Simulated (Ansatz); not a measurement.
A series in volume scale on Mn

Plane-wave DFT, scalar-relativistic PAW made under PBE with cores redone for the functional, no dispersion; the given relaxed cell is scaled uniformly, energy at zero smearing counts from the unscaled cell, pressure at the given Fermi-Dirac smearing is positive in compression. The results are calculated, by Ansatz 0.2.0.

The cell before it is scaled or strained (space group I4/mmm, No. 139):
```
CELL_PARAMETERS angstrom
2.57210 0.00000 0.00000
0.00000 2.57210 0.00000
0.00000 0.00000 3.45810
ATOMIC_POSITIONS crystal
Mn 0.00000 0.00000 0.00000
Mn 0.50000 0.50000 0.50000
```

Settings of every row: spin polarised yes; functional PBE; wave cutoff 420 eV; smearing width 0.05 eV; k mesh 14x14x10.

Atom:
```
element  starting moment (Bohr magneton)
     Mn                              1.8
     Mn                             -1.8
```

Limits: search for a lower magnetic state is off; the cell comes from a prototype or a list of computed structures and needn't be the stable phase.

```
row  volume scale  V (Å³/atom)  pressure (GPa)  energy change per atom (meV)  largest site moment (Bohr magneton)
  1          0.88       10.066           24.95                         95.64                                 0.77
  2          0.92       10.524           14.12                         40.09                                 1.19
  3          0.96       10.981            6.83                         11.07                                 1.56
  4          1.04       11.896           -5.26                          7.02                                    2
  5          1.08       12.354               ?                             ?                                    ?
  6          1.12       12.812          -12.54                         60.73                                 2.35
```

Question: what pressure and energy change per atom should row 5 give?

Worked fit of pressure. Take u = (V_r/V)^(2/3) − 1 with V_r = 10.981 Å³ an atom, which is twice the finite (Eulerian) strain; such expansions in the strain, on which the Birch-Murnaghan equation of state is built, carry the rest volume and the bulk modulus. The shown rows have u = 0.05972, 0.02874, 0, -0.05196, -0.0977. Least squares give pressure = 6.496 + 263.36 × u + 705.4 × u² GPa; a straight line predicts inner rows, each left out in turn, worse (root mean square 2 against 0.58 GPa). The rows lie off it by 0.21, -0.53, 0.33, 0.02, -0.04 (root mean square 0.3 GPa). The withheld row has u = -0.07554, so the fit gives 6.496 + 263.36 × (-0.07554) + 705.4 × (-0.07554)² = -9.37 GPa.

The calculation gave -9.53 GPa. The fit lies 0.16 GPa (1.7 % of the value, 0.43 % of the column's range) above it; its largest miss of a shown row is 0.53 GPa.

Worked fit of energy change per atom. Take u = (V_r/V)^(2/3) − 1 with V_r = 10.981 Å³ an atom, which is twice the finite (Eulerian) strain; such expansions in the strain, on which the Birch-Murnaghan equation of state is built, carry the rest volume and the bulk modulus. The shown rows have u = 0.05972, 0.02874, 0, -0.05196, -0.0977. Least squares give energy change per atom = 10.302 + 692.36 × u + 12346.2 × u² meV; a straight line predicts inner rows, each left out in turn, worse (root mean square 35 against 1.1 meV). The rows lie off it by -0.04, -0.31, 0.77, -0.64, 0.22 (root mean square 0.48 meV). The withheld row has u = -0.07554, so the fit gives 10.302 + 692.36 × (-0.07554) + 12346.2 × (-0.07554)² = 28.45 meV.

The calculation gave 28.7 meV. The fit lies 0.25 meV (0.28 % of the column's range) below it; its largest miss of a shown row is 0.77 meV.

The other values of row 5: largest site moment 2.18 Bohr magneton.
